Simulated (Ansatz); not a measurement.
Starting cell, CsCl (CsCl type):

```yaml
crystal:
  lattice:
    - [4.14031, 0.00000, 0.00000]
    - [0.00000, 4.14031, 0.00000]
    - [0.00000, 0.00000, 4.14031]
  atoms:
    - { symbol: Cs, position: [0.00000, 0.00000, 0.00000] }
    - { symbol: Cl, position: [0.50000, 0.50000, 0.50000] }
```

In each cell atom 1 (Cs, nearest neighbour Cl at 3.586 Å; its periodic images, 4.1 Å or more away, move with it) moves by s·(0.000, 0.000, 1.000) (along Cartesian z), the rest being held.

These are r2SCAN (plane waves to 500 eV, PAW, scalar-relativistic; Ansatz, an electronic-structure program) values and carry that method's errors. k mesh 7×7×7 (Γ-centred), Fermi-Dirac smearing 0.05 eV. F∥ is the force on the atom along that direction. CsCl was relaxed with its symmetry unable to fall. 

```tsv
s (Å)	F∥ (eV/Å)
-0.360	0.345
-0.288	0.273
-0.216	0.202
-0.144	0.134
-0.072	0.066
0.000	0.000
0.072	-0.066
0.144	-0.134
0.216	-0.202
0.288	-0.273
0.360	-0.345
```

Problem. What is the force constant k = d²E/ds² of this move at s = 0?

Solution. 0.92 eV/Å². The forces along the line at the two nearest points give (0.066 − (-0.066)) / (2·0.072) = 0.92 eV/Å²; the next pair corrects for the finite step.

Problem. With two atoms in the cell this is the zone-centre optical mode. What wavenumber follows (transverse: no LO-TO term)?

Solution. 94 cm⁻¹. Reduced mass μ = 27.99 u; ν̃ = 521.5·√(k/μ) with k = 0.92 eV/Å².

(For displaced atoms, the force is minus the slope of the energy, and its curvature is a force constant, which sets phonon frequencies.)
